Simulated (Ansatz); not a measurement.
**ZnAu: moving Au off its site**

ZnAu, Pm-3m, a = 3.147 Å (as given, not relaxed at this level: -2.5 GPa). The structure is a COD entry; whether it is the stable form wasn't checked. Ansatz: PBEsol, PAW, 420 eV, Γ-centred 16×16×16 mesh on 2 atoms, Gaussian smearing 0.15 eV; no spin polarisation.

```
CELL_PARAMETERS angstrom
3.14700 0.00000 0.00000
0.00000 3.14700 0.00000
0.00000 0.00000 3.14700
ATOMIC_POSITIONS crystal
Zn 0.50000 0.50000 0.50000
Au 0.00000 0.00000 0.00000
```

Atom 2 (Au) moves by x along the unit vector (-0.577, -0.577, -0.577), with its periodic images; all else is held. y is the free energy of the cell over the start, F the force along the path summed over the moved atoms. Symmetry makes y even in x.

```
  x (Å) y (meV) F (eV/Å)
-0.1000        ?         ?
-0.0500     4.18      0.17
 0.0000     0.00      0.00
 0.0125     0.26     -0.04
 0.0250     1.04     -0.08
 0.0375     2.35     -0.13
 0.0625     6.55     -0.21
 0.0750     9.47     -0.26
 0.0875    12.95     -0.30
```

Task: Fit y = c2 x² + c4 x⁴ to the energies of the other rows, give the force constant, and predict energy and force of the missing row.

Result: Least squares on the rows shown. y = 1662.6 x² + 3747.1 x⁴. The force constant is 2 c2 = 3.33 eV/Å², for the cell as given, at -2.5 GPa (for all images moving together, not for a lone atom). With two atoms in a cubic cell this is the optical mode at Γ (in a metal it hangs on mesh and smearing): ω = 521.5 √(2 c2/μ) = 136 cm⁻¹ for μ = 49.09 u. The force −dy/dx at the missing row is 0.35 eV/Å (computed 0.35). At x = -0.1000 the fit asked for gives 17.00 meV. The run gave 16.99 meV, so the fit is 0.01 meV too high, a small miss on the scale of the series.

Spin–orbit coupling is left out, which can shift energies with elements as heavy as these.